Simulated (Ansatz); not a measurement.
# KZnF3 (P1) in Ansatz: convergence with k mesh

Aim: find how far k mesh must go before the results for KZnF3 settle, at r2SCAN. This setting moves, with any that are tied to it; all else stays.

All numbers are computed with Ansatz 0.2.0; they aren't measurements. Logs are shortened: lines on timing, memory, paths and dates and some standing lists are left out, and cuts for length are marked.

### 1 The cell of the first run

The typed cell holds 5 atoms: a = 4.050 Å, b = 4.050 Å, c = 4.050 Å, α = 90.00°, β = 90.00°, γ = 90.00°.

The cell isn't the ideal one: atoms moved at random, drawn with an rms of 0.05 Å.

### 2 With k mesh 2 × 2 × 2

The input, input.yaml:

```yaml
crystal:
  lattice:
    - [4.05, 0.0, 0.0]
    - [0.0, 4.05, 0.0]
    - [0.0, 0.0, 4.05]
  atoms:
    - { symbol: Zn, position: [0.492331, 0.504315, 0.503986] }
    - { symbol: K, position: [0.004751, 0.009189, -0.001848] }
    - { symbol: F, position: [0.508531, -0.005036, 0.508409] }
    - { symbol: F, position: [-0.002446, 0.503909, 0.50014] }
    - { symbol: F, position: [0.501344, 0.510365, 0.003429] }
hamiltonian:
  xc: r2scan
  pseudopotentials: { kind: paw, level: accurate }
kpoints:
  mp_grid: { grid: [2, 2, 2] }
scf:
  occupations: { method: cold, width: 0.1 }
output:
  forces: true
  stress: true
  eigenvalues: true
```

Potentials or basis: Ansatz PAW earlier set.

The run is started by

```
ansatz run input.yaml --threads 2 --pin off --max-ram 5632MiB --backend cpu --events-out ev --progress --plain --runs-dir out
```

Wall time 10 s (2 threads of Arm Neoverse V2, shared host); peak memory 0.92 GiB.

What came out:

```
Free energy            : -11466.7923 eV
Pressure               : -0.1 GPa
Largest force          : 0.465 eV/Å
Band gap on the k mesh : 4.66 eV, indirect (least direct gap 6.57 eV)
```

### 3 With k mesh 3 × 3 × 3

Changes to input.yaml since step 2:

```diff
@@ -15,3 +15,3 @@
 kpoints:
-  mp_grid: { grid: [2, 2, 2] }
+  mp_grid: { grid: [3, 3, 3] }
 scf:
```

Potentials or basis: Ansatz PAW earlier set.

The run is started by

```
ansatz run input.yaml --threads 2 --pin off --max-ram 5632MiB --backend cpu --events-out ev --progress --plain --runs-dir out
```

Run time: 16 s. Hardware: 2 threads of Arm Neoverse V2, shared host; peak memory 0.85 GiB.

What came out:

```yaml
Free_energy: -11466.7899 eV
Pressure: -0.2 GPa
Largest_force: 0.467 eV/Å
Band_gap_on_the_k_mesh: 5.19 eV, indirect (least direct gap 6.57 eV)
```

### 4 With k mesh 4 × 4 × 4

Changes to input.yaml since step 3:

```diff
@@ -15,3 +15,3 @@
 kpoints:
-  mp_grid: { grid: [3, 3, 3] }
+  mp_grid: { grid: [4, 4, 4] }
 scf:
```

The run is started by

```
ansatz run input.yaml --threads 2 --pin off --max-ram 5632MiB --backend cpu --events-out ev --progress --plain --runs-dir out
```

Wall time 28 s (2 threads of Arm Neoverse V2, shared host); peak memory 0.94 GiB.

Results:

```
Free energy            : -11466.7903 eV
Pressure               : -0.2 GPa
Largest force          : 0.467 eV/Å
Band gap on the k mesh : 4.66 eV, indirect (least direct gap 6.57 eV)
```

### 5 With k mesh 5 × 5 × 5

Changes to input.yaml since step 4:

```diff
@@ -15,3 +15,3 @@
 kpoints:
-  mp_grid: { grid: [4, 4, 4] }
+  mp_grid: { grid: [5, 5, 5] }
 scf:
```

The run is started by

```
ansatz run input.yaml --threads 2 --pin off --max-ram 5632MiB --backend cpu --events-out ev --progress --plain --runs-dir out
```

Wall time 48 s (2 threads of Arm Neoverse V2, shared host); peak memory 1.1 GiB.

Results:

* Free energy: -11466.7903 eV
* Pressure: -0.2 GPa
* Largest force: 0.467 eV/Å
* Band gap on the k mesh: 4.87 eV, indirect (least direct gap 6.57 eV)

### 6 With k mesh 6 × 6 × 6

Changes to input.yaml since step 5:

```diff
@@ -15,3 +15,3 @@
 kpoints:
-  mp_grid: { grid: [5, 5, 5] }
+  mp_grid: { grid: [6, 6, 6] }
 scf:
```

Potentials or basis: Ansatz PAW earlier set.

The run is started by

```
ansatz run input.yaml --threads 2 --pin off --max-ram 5632MiB --backend cpu --events-out ev --progress --plain --runs-dir out
```

Run time: 81 s. Hardware: 2 threads of Arm Neoverse V2, shared host; peak memory 1.4 GiB.

It converged, with:

```
Free energy            : -11466.7903 eV
Pressure               : -0.2 GPa
Largest force          : 0.467 eV/Å
Band gap on the k mesh : 4.66 eV, indirect (least direct gap 6.57 eV)
```

### 7 With k mesh 8 × 8 × 8

Changes to input.yaml since step 6:

```diff
@@ -15,3 +15,3 @@
 kpoints:
-  mp_grid: { grid: [6, 6, 6] }
+  mp_grid: { grid: [8, 8, 8] }
 scf:
```

The run is started by

```
ansatz run input.yaml --threads 2 --pin off --max-ram 5632MiB --backend cpu --events-out ev --progress --plain --runs-dir out
```

Wall time 3 min (2 threads of Arm Neoverse V2, shared host); peak memory 2.3 GiB.

It converged, with:

- Free energy: -11466.7903 eV
- Pressure: -0.2 GPa
- Largest force: 0.467 eV/Å
- Band gap on the k mesh: 4.66 eV, indirect (least direct gap 6.57 eV)

### 8 With k mesh 9 × 9 × 9

Changes to input.yaml since step 7:

```diff
@@ -15,3 +15,3 @@
 kpoints:
-  mp_grid: { grid: [8, 8, 8] }
+  mp_grid: { grid: [9, 9, 9] }
 scf:
```

The run is started by

```
ansatz run input.yaml --threads 2 --pin off --max-ram 5632MiB --backend cpu --events-out ev --progress --plain --runs-dir out
```

Wall time 4.3 min (2 threads of Arm Neoverse V2, shared host); peak memory 2.9 GiB.

It converged, with:

| Item | Value |
| --- | --- |
| Free energy | -11466.7903 eV |
| Pressure | -0.2 GPa |
| Largest force | 0.467 eV/Å |
| Band gap on the k mesh | 4.72 eV, indirect (least direct gap 6.57 eV) |

### 9 With k mesh 11 × 11 × 11

Changes to input.yaml since step 8:

```diff
@@ -15,3 +15,3 @@
 kpoints:
-  mp_grid: { grid: [9, 9, 9] }
+  mp_grid: { grid: [11, 11, 11] }
 scf:
```

Potentials or basis: Ansatz PAW earlier set.

The run is started by

```
ansatz run input.yaml --threads 2 --pin off --max-ram 5632MiB --backend cpu --events-out ev --progress --plain --runs-dir out
```

The log of the run:

```text
Warning: RAYON_NUM_THREADS=2 ignored (pool sized by the plan → 2); use --threads N
K: no accurate dataset and no `high` cutoffs over those recommended for this run, though `hamiltonian.pseudopotentials.level` is `accurate`: for each of these the run reads a file's first dataset; to run at a higher cutoff, type a higher `basis.ecutwfc`
Engine: ansatz 0.2.0, aarch64-unknown-linux-gnu
Pseudopotentials: kind: paw, level: accurate
Pseudopotential: Zn, paw, valence charge 20, recommended cutoff 800 eV (high), Zn.paw.azcp
Pseudopotential: K, paw, valence charge 9, recommended cutoff 590 eV (meta_gga), K.paw.azcp
Pseudopotential: F, paw, valence charge 7, recommended cutoff 1300 eV (high), F.paw.azcp
Functional definition: r2SCAN
  parameter k0 = 0.174
  parameter k1 = 0.065
  parameter a1 = 4.9479
  exchange = r2scan_x(k0 = k0, k1 = k1, a1 = a1)
  correlation = r2scan_c
Crystal: 5 atoms, lattice volume = 66.430 Å³
Basis set: ecut = 1300 eV, 7075 PW (Γ), exchange–correlation on 192×192×192 points (64 copies of the dense FFT grid, shifted against one another)
Bands: 30, of which v1, the nominal top of the filled ones, is band 25 counted from 1 (24 counted from 0)
Symmetry: 1 space group operations
Space group: P1 (ITA 1), of the structure as read, at distance tolerance 4.1e-5 Å
k-points: 666 of 1331 (time reversal used)
Non-local potential: Zn, projectors of the file, l = 0: 3, l = 1: 3, l = 2: 3, l = 3: 1
Non-local potential: K, projectors of the file, l = 0: 2, l = 1: 2, l = 2: 2, l = 3: 1
Non-local potential: F, projectors of the file, l = 0: 2, l = 1: 2, l = 2: 1
PAW form: soft (Blöchl's): semilocal exchange-correlation on the pseudo side does not see the compensation charge
PAW frozen core: Zn, regenerated for the run's functional (the file was generated under x = pbe(κ = 0.804, μ = 0.2195149727645171), c = pbe(β = 0.06672455060314922))
PAW frozen core: K, regenerated for the run's functional (the file was generated under x = pbe(κ = 0.804, μ = 0.2195149727645171), c = pbe(β = 0.06672455060314922))
PAW frozen core: F, regenerated for the run's functional (the file was generated under x = pbe(κ = 0.804, μ = 0.2195149727645171), c = pbe(β = 0.06672455060314922))
PAW one-centre angular grid: Zn, 590 points (default); XC on 224 Gauss nodes
PAW one-centre angular grid: K, 302 points (default); XC on 160 Gauss nodes
PAW one-centre angular grid: F, 302 points (default); XC on 160 Gauss nodes
Initial density: superposition of atomic densities (chi_scale 0.1, normalization cell, long waves kept (reshape's long-wave potential 0.00 eV rms))
Initial wavefunctions: pseudopotential atomic-orbital guess
Functional: x = r2scan, c = r2scan; τ floored in thin density (d = 2e-4 eV/Å³)
SCF iter   1: F=—  HF=-11476.736717 eV  |F-HF|=—  |Δ(HF+E_count)|=         —  Δρ=2.54e-1  dr2=2.74e1  dr2_τ=1.94e0  ethr=3.10e-3  ⟨swp⟩=6.8  Hψ=92561  notcnv=0
preconditioner: auto → Resta (q_TF=auto, 2.602 Å⁻¹)  ε∞=3.6  [insulator: Δε(μ)=2.670 eV  Ē_g=17.853 eV  σ=0.100 eV  W_gap=1.00  n_scr=18 (ndim 8)  ℏωp=28.8 eV  f_vac=0.030  D(μ)=-0.00/eV (n_scr^D=0)  ε∞_Penn≈3.6]
SCF iter   2: F=—  HF=-11467.623329 eV  |F-HF|=—  |Δ(HF+E_count)|=    9.11e0  S|Δr|=    0.00e0  Δρ=5.60e-2  dr2=1.21e0  dr2_τ=3.69e0  ethr=3.10e-3  ⟨swp⟩=4.0  Hψ=58409  notcnv=0  defer=666
SCF iter   3: F=—  HF=-11466.976587 eV  |F-HF|=—  |Δ(HF+E_count)|=   6.47e-1  S|Δr|=    0.00e0  Δρ=2.94e-2  dr2=5.74e-1  dr2_τ=2.28e-2  ethr=2.42e-3  ⟨swp⟩=2.6  Hψ=43823  notcnv=0
automatic band count: iteration 3 solves 29 bands in place of 30: the levels show a gap, and the empty bands left out lie too high to hold charge; the band table lists the bands solved (type scf.n_extra_bands for more)
SCF iter   4: F=—  HF=-11466.815726 eV  |F-HF|=—  |Δ(HF+E_count)|=   1.61e-1  S|Δr|=    0.00e0  Δρ=1.41e-2  dr2=7.12e-2  dr2_τ=2.63e-2  ethr=1.15e-3  ⟨swp⟩=3.4  Hψ=35596  notcnv=0  defer=1
SCF iter   5: F=—  HF=-11466.786838 eV  |F-HF|=—  |Δ(HF+E_count)|=   2.89e-2  S|Δr|=    0.00e0  Δρ=4.28e-3  dr2=8.51e-3  dr2_τ=3.31e-3  ethr=1.42e-4  ⟨swp⟩=2.2  Hψ=43373  notcnv=0
SCF iter   6: F=—  HF=-11466.789983 eV  |F-HF|=—  |Δ(HF+E_count)|=   3.14e-3  S|Δr|=    0.00e0  Δρ=1.15e-3  dr2=6.20e-4  dr2_τ=5.89e-5  ethr=1.70e-5  ⟨swp⟩=2.0  Hψ=35723  notcnv=0
SCF iter   7: F=—  HF=-11466.790089 eV  |F-HF|=—  |Δ(HF+E_count)|=   1.06e-4  S|Δr|=    0.00e0  Δρ=3.16e-4  dr2=3.33e-5  dr2_τ=4.77e-6  ethr=1.24e-6  ⟨swp⟩=2.0  Hψ=31156  notcnv=0
SCF iter   8: F=—  HF=-11466.790344 eV  |F-HF|=—  |Δ(HF+E_count)|=   2.55e-4  S|Δr|=    0.00e0  Δρ=2.25e-5  dr2=1.73e-7  dr2_τ=4.89e-8  ethr=6.67e-8  ⟨swp⟩=2.0  Hψ=35754  notcnv=0
SCF iter   9: F=-11466.790344 eV  HF=-11466.790344 eV  |F-HF|=1.21e-8  |Δ(HF+E_count)|=   2.54e-7  S|Δr|=    0.00e0  Δρ=7.43e-6  dr2=2.11e-8  dr2_τ=1.18e-8  ethr=2.00e-10  ⟨swp⟩=7.0  Hψ=91497  notcnv=0
SCF 1 converged in 9 iterations: F = -11466.790344 eV  dr2 = 2.11e-8
SCF converged after 9 iterations
Stability not checked: this state was not tested for a lower state beside it, because cold or Methfessel-Paxton smearing, or corrected tetrahedra, fill the levels in a way that the test cannot read (fill_not_monotonic; see scf.lower_state_search)
Free energy (F): -11466.790344 eV
Harris-Foulkes:  -11466.790344 eV  (|F-HF|=1.21e-8)
Internal energy: -11466.790344 eV  (E = F + TS)
E sigma→0 (E₀):  -11466.790344 eV
Fermi energy:    6.712035 eV
Step filling:    the computed levels leave a gap of 4.7026 eV = 47.0 smearing widths at the electron count; against every level under it full and every level over it empty, smearing changes F+E_penalty+E_count by -2.08e-245 meV and its σ→0 estimate by -6.31e-242 meV
--- Per-component energies (eV) ---
  E_band       = -847.806472
  E_kinetic    = 1782.925574
  E_local      = -10582.438183  (includes V_loc(G=0)·N_el)
  E_nonlocal   = 1618.692622
  E_hartree    = 3873.229090
  E_xc         = -588.592302
  E_vxc        = -855.183149  (∫ρ·V_xc dr)
  E_paw        = -3050.480275  (= ΣΔE_a)
  E_vpaw       = -619.509814  (= ΣTr[D̂ρ^β])
  E_aug_tail   = -0.000004  (compensation charges beyond the density's cutoff)
  E_vtau       = 61.236816  (kinetic-family band-sum trace: ∫τ·v_τ [+ j·A + Jᵃ·Aᵃ] dr)
  E_ewald      = -4519.532368
  E_core_change = -0.594497  (= ΣΔE_core)
  E_smearing   = 0.000000  (= −TS)
  E_closure    = -0.000000  (closes the sum)
  Σ components = -11466.790344   (vs F -11466.790344, Δ=0.00e0)
--- Forces (eV/Å), atoms counted from 1 ---
  atom   1  Zn     0.20667494    -0.21783204    -0.03856793
  atom   2  K     -0.05970405    -0.04167520     0.04441085
  atom   3  F     -0.09414447     0.45487061    -0.04351005
  atom   4  F     -0.00897064    -0.07454906     0.01555504
  atom   5  F     -0.04389355    -0.12075589     0.02209154
  max |Σ_I F_I| component: 5.84e-5 eV/Å
--- Stress (GPa, compression-positive) ---
       -0.211576       0.038191       0.001368
        0.038191      -0.100491      -0.007690
        0.001368      -0.007690      -0.225885
  P = ⅓ Tr σ = -0.1793 GPa (-1.793 kbar)
--- Band table (eV; the first three rows and the last of 666) ---
  k-point 0: bands = ["-121.9260", "-74.5147", "-74.5141", "-74.5133", "-23.7394", "-18.4537", "-17.8603", "-17.8552", "-6.4609", "-6.4602", "-6.4601", "0.1397", "0.1522", "0.1580", "0.9297", "0.9348", "0.9380", "1.2430", "1.2533", "2.1734", "2.1788", "2.1872", "2.4080", "2.4138", "2.4183", "8.9905", "13.7001", "13.7033", "14.6939"]
  k-point 1: bands = ["-121.9260", "-74.5147", "-74.5141", "-74.5133", "-23.7376", "-18.4442", "-17.8663", "-17.8575", "-6.4609", "-6.4568", "-6.4565", "-0.0309", "0.1461", "0.1616", "0.8951", "0.9000", "0.9366", "1.2430", "1.3656", "2.1592", "2.1897", "2.2006", "2.4035", "2.4180", "2.4379", "9.1523", "13.7717", "13.7836", "14.7624"]
  k-point 2: bands = ["-121.9260", "-74.5147", "-74.5141", "-74.5133", "-23.7328", "-18.4176", "-17.8906", "-17.8566", "-6.4607", "-6.4474", "-6.4471", "-0.3959", "0.1605", "0.1758", "0.8046", "0.8126", "0.9368", "1.2434", "1.5014", "2.1138", "2.2144", "2.2311", "2.4198", "2.4353", "2.5030", "9.6074", "13.9485", "13.9704", "14.9967"]
  k-point 665: bands = ["-121.9260", "-74.5148", "-74.5141", "-74.5134", "-23.7147", "-18.2833", "-18.0015", "-17.8607", "-6.4705", "-6.4330", "-6.4135", "-1.1977", "0.0357", "0.0790", "0.3799", "0.4431", "0.8672", "1.4889", "1.5645", "2.0437", "2.1172", "2.3791", "2.5283", "2.5619", "3.1006", "11.8092", "13.6601", "14.7863", "16.0275"]
```

It took 7.6 min on 2 threads of Arm Neoverse V2, shared host; peak memory 4.7 GiB.

What came out:

| Quantity | Value |
| --- | --- |
| Free energy | -11466.7903 eV |
| Pressure | -0.2 GPa |
| Largest force | 0.467 eV/Å |
| Band gap on the k mesh | 4.70 eV, indirect (least direct gap 6.57 eV) |

### 10 Summary

```tsv
k mesh	energy less the tightest run, at zero smearing (meV/atom)	pressure (GPa)	gap on the mesh (eV)	SCF cycles	CPU time (s)	peak memory (GiB)
2 × 2 × 2	-0.40	-0.13	4.662	10	20	0.92
3 × 3 × 3	0.08	-0.18	5.189	9	31	0.85
4 × 4 × 4	0.00	-0.18	4.660	9	56	0.94
5 × 5 × 5	0.00	-0.18	4.869	9	95	1.1
6 × 6 × 6	0.00	-0.18	4.660	9	160	1.4
8 × 8 × 8	0.00	-0.18	4.660	9	360	2.3
9 × 9 × 9	0.00	-0.18	4.725	9	510	2.9
11 × 11 × 11	0.00	-0.18	4.703	9	910	4.7
```

Against the tightest run, the energy stays within 1 meV/atom from 2 × 2 × 2 on; the pressure stays within 0.1 GPa from 2 × 2 × 2 on. Not settled before the last step: the gap on the mesh (to 0.01 eV). Meshes of other sizes hit other points, so gaps and Fermi surfaces needn't settle smoothly. The tightest run that finished is the yardstick and may itself not be fully converged.

Caveats: odd divisions of the mesh miss points on the zone boundary, where band edges often lie, so the gap on the mesh can be too wide; the PAW data sets come from PBE, with cores solved anew for the run's functional, which leaves a small shift of forces and pressure.
